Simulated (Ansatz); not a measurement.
```xyz
2
Lattice="0.0000 2.2734 2.2734 2.2734 0.0000 2.2734 2.2734 2.2734 0.0000" Properties=species:S:1:pos:R:3 pbc="T T T"
Ca    0.0000    0.0000    0.0000
O     2.2734    2.2734    2.2734
```

RPA correlation and exact exchange on PBE orbitals, all-electron datasets in plane waves (scalar-relativistic, Gaussian nuclei) (Ansatz); 4×4×4 mesh, wave cutoff 3300 eV, correlation extrapolated to infinite response cutoff from cutoffs up to 280 eV, 28 electrons, all correlated, 161 empty bands, long-wavelength term: optical limit. The band count ends below the top response cutoff.

The cell is then scaled evenly to 1.128 times this volume.

Energy change of the cell: PBE -0.318 eV (mean pressure +17.0 GPa).

Task: What change follows for the Hartree-Fock expression on these orbitals, RPA correlation and the RPA total?

Result: The Hartree-Fock expression on these orbitals: -0.418 eV (mean pressure +22.3 GPa). RPA correlation: +0.113 eV (mean pressure -6.0 GPa). The RPA total: -0.305 eV (mean pressure +16.3 GPa).

This ran on a trial build of the method. The cell is a model at fixed atoms and needn't be the relaxed known crystal. The correlation step scatters with the plane-wave count, here by about 0.04 eV. The mesh is coarse, so these steps aren't converged.
